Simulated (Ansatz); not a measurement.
# Sn (Immm) in Ansatz: a series of runs

Runs on Sn. Level: PBE. Tasks: single point.

All numbers are computed with Ansatz 0.2.0; they aren't measurements. Logs are shortened: lines on timing, memory, paths and dates and some standing lists are left out, and cuts for length are marked.

**1. The crystal as given**

Symmetry: Immm, No. 71, orthorhombic system. The conventional cell has a = 3.453 Å, b = 3.551 Å, c = 4.677 Å, α = 90.00°, β = 90.00°, γ = 90.00°. Sn (site symmetry mmm) has 12 Sn at 3.41 to 3.55 Å as nearest neighbours.

This isn't the form of Sn at room conditions, which is tetragonal (white tin).

**2. Single point, PBE**

input.yaml reads:

```yaml
crystal:
  lattice:
    - [-1.726539, 1.775547, 2.338342]
    - [1.726539, -1.775547, 2.338342]
    - [1.726539, 1.775547, -2.338342]
  atoms:
    - { symbol: Sn, position: [0.0, 0.0, 0.0] }
hamiltonian:
  xc: pbe
  pseudopotentials: { kind: paw }
kpoints:
  mp_grid: { grid: [11, 11, 11] }
scf:
  occupations: { method: gaussian, width: 0.016 }
output:
  forces: true
  stress: true
  eigenvalues: true
  write_density: true
  write_potential: true
  elf: true
  volumetric_format: npy
```

Potentials or basis: Ansatz PAW.

Command:

```sh
$ ansatz run input.yaml --threads 2 --pin off --max-ram 5632MiB --backend cpu --events-out ev --progress --plain --runs-dir out
```

Output:

```text
Warning: RAYON_NUM_THREADS=2 ignored (pool sized by the plan → 2); use --threads N
Engine: ansatz 0.2.0, aarch64-unknown-linux-gnu
Pseudopotentials: kind: paw
Pseudopotential: Sn, paw, valence charge 14, recommended cutoff 420 eV (normal), Sn.paw.azcp
Functional definition: PBE
  parameter kappa = 0.804
  parameter beta = 0.06672455060314922
  exchange = pbe_x(kappa = kappa, mu = beta*pi^2/3)
  correlation = pbe_c(beta = beta)
Crystal: 1 atoms, lattice volume = 28.673 Å³
Basis set: ecut = 420 eV, 547 PW (Γ), exchange–correlation on 48×48×48 points (8 copies of the dense FFT grid, shifted against one another)
Bands: 11, of which v1, the nominal top of the filled ones, is band 7 counted from 1 (6 counted from 0)
Symmetry: 8 space group operations
Space group: Immm (ITA 71), of the structure as read, at distance tolerance 3.1e-5 Å
k-points: 216 of 1331
Non-local potential: Sn, projectors of the file, l = 0: 2, l = 1: 2, l = 2: 2, l = 3: 2
PAW form: soft (Blöchl's): semilocal exchange-correlation on the pseudo side does not see the compensation charge
PAW one-centre angular grid: Sn, 590 points (default); XC on 64 Gauss nodes
Initial density: superposition of atomic densities (neutral atoms: chi_scale 0, normalization atom), corrected by the library's trained network
Initial wavefunctions: pseudopotential atomic-orbital guess
Functional: x = pbe(κ = 0.804, μ = 0.2195149727645171), c = pbe(β = 0.06672455060314922)
SCF iter   1: F=—  HF=-6024.152648 eV  |F-HF|=—  |Δ(HF+E_count)|=         —  Δρ=8.59e-4  dr2=2.29e-4  ethr=1.77e-3  ⟨swp⟩=6.0  Hψ=14342  notcnv=0
preconditioner: auto → none  [insulator: Δε(μ)=0.032 eV  Ē_g=22.865 eV  σ=0.016 eV  W_gap=0.64  n_scr=8 (ndim 8)  ℏωp=25.9 eV  f_vac=0.000  D(μ)=0.77/eV (n_scr^D=0)  ε∞_Penn≈2.3]
SCF iter   2: F=—  HF=-6024.151826 eV  |F-HF|=—  |Δ(HF+E_count)|=   8.22e-4  Δρ=4.63e-4  dr2=4.79e-5  ethr=1.64e-6  ⟨swp⟩=2.1  Hψ=5939  notcnv=0
SCF iter   3: F=—  HF=-6024.151840 eV  |F-HF|=—  |Δ(HF+E_count)|=   1.39e-5  Δρ=1.23e-4  dr2=4.23e-6  ethr=3.42e-7  ⟨swp⟩=2.4  Hψ=3883  notcnv=0
SCF iter   4: F=—  HF=-6024.151842 eV  |F-HF|=—  |Δ(HF+E_count)|=   1.39e-6  Δρ=2.77e-5  dr2=1.98e-7  ethr=3.02e-8  ⟨swp⟩=2.8  Hψ=3615  notcnv=0
iter 5 did not close the SCF: its close was put off for the readings that it lacked (scf_convergence_deferred on its scf_iter line)
SCF iter   5: F=-6024.151841 eV  HF=-6024.151841 eV  |F-HF|=8.09e-10  |Δ(HF+E_count)|=   1.71e-8  Δρ=2.84e-6  dr2=1.32e-9  ethr=1.42e-9  ⟨swp⟩=2.0  Hψ=3823  notcnv=0
SCF iter   6: F=-6024.151841 eV  HF=-6024.151841 eV  |F-HF|=2.09e-11  |Δ(HF+E_count)|=   1.03e-9  Δρ=2.63e-7  dr2=7.47e-12  ethr=9.43e-12  ⟨swp⟩=5.4  Hψ=11553  notcnv=0
SCF 1 converged in 6 iterations: F = -6024.151841 eV  dr2 = 7.47e-12
SCF converged after 6 iterations
Free energy (F): -6024.151841 eV
Harris-Foulkes:  -6024.151841 eV  (|F-HF|=2.09e-11)
Internal energy: -6024.151742 eV  (E = F + TS)
E sigma→0 (E₀):  -6024.151792 eV
Entropy (-TS):   -0.000099 eV (-0.099 meV/atom)
Fermi energy:    10.158457 eV
--- Per-component energies (eV) ---
  E_band       = -90.878929
  E_kinetic    = 185.300877
  E_local      = -860.861103  (includes V_loc(G=0)·N_el)
  E_nonlocal   = -32.815279
  E_hartree    = 532.836861
  E_xc         = -382.713980
  E_vxc        = -96.020785  (∫ρ·V_xc dr)
  E_paw        = -4134.380385  (= ΣΔE_a)
  E_vpaw       = -352.156402  (= ΣTr[D̂ρ^β])
  E_aug_tail   = -0.000000  (compensation charges beyond the density's cutoff)
  E_ewald      = -1331.518734
  E_smearing   = -0.000099  (= −TS)
  E_closure    = 0.000000  (closes the sum)
  Σ components = -6024.151841   (vs F -6024.151841, Δ=0.00e0)
--- Forces (eV/Å), atoms counted from 1 ---
  atom   1  Sn     0.00000000     0.00000000     0.00000000
  max |Σ_I F_I| component: 0.00e0 eV/Å
--- Stress (GPa, compression-positive) ---
       -0.259616      -0.000000      -0.000000
       -0.000000      -2.264360       0.000000
       -0.000000       0.000000      -0.562744
  P = ⅓ Tr σ = -1.0289 GPa (-10.289 kbar)
--- Band table (eV; the first three rows and the last of 216) ---
  k-point 0: bands = ["-11.4221", "-11.4069", "-11.3873", "-11.3587", "-11.3240", "-0.6197", "17.1749", "17.3182", "17.7242", "20.7505", "21.2426"]
  k-point 1: bands = ["-11.4221", "-11.3992", "-11.3786", "-11.3610", "-11.3230", "-0.4109", "16.3853", "16.4247", "16.8321", "19.4080", "21.9882"]
  k-point 2: bands = ["-11.4343", "-11.3725", "-11.3663", "-11.3545", "-11.3162", "0.2156", "14.6684", "14.9450", "15.2327", "18.0705", "19.1632"]
  k-point 215: bands = ["-11.4620", "-11.4235", "-11.2876", "-11.2592", "-11.2579", "5.7205", "7.1917", "10.9996", "11.4779", "14.9157", "16.7730"]
```

Wall time 2.2 s (2 threads of Arm Neoverse V2, shared host); peak memory 0.34 GiB.

What came out:

* Free energy: -6024.1518 eV
* Pressure: -1.0 GPa
* Band gap on the k mesh: none (metal or under the smearing width)

**3. Single point, PBE**

Changes to input.yaml since step 2:

```diff
@@ -13,3 +13,3 @@
 scf:
-  occupations: { method: gaussian, width: 0.016 }
+  occupations: { method: gaussian, width: 0.017 }
 output:
```

Potentials or basis: Ansatz PAW.

Command:

```sh
$ ansatz run input.yaml --threads 2 --pin off --max-ram 5632MiB --backend cpu --events-out ev --progress --plain --runs-dir out
```

Run time: 2.2 s. Hardware: 2 threads of Arm Neoverse V2, shared host; peak memory 0.34 GiB.

The run converged. Its results:

```yaml
Free_energy: -6024.1518 eV
Pressure: -1.0 GPa
Band_gap_on_the_k_mesh: none (metal or under the smearing width)
```

Stress tensor (GPa, compression positive):
```
-0.26  0.00  0.00
 0.00 -2.26  0.00
 0.00  0.00 -0.56
```

Levels at points of the mesh, in eV from the Fermi level:
| k point | band 5 | band 6 | band 7 | band 8 | band 9 | band 10 |
| --- | --- | --- | --- | --- | --- | --- |
| (0.00, 0.00, 0.00) | -21.48 | -10.78 | 7.02 | 7.16 | 7.57 | 10.59 |
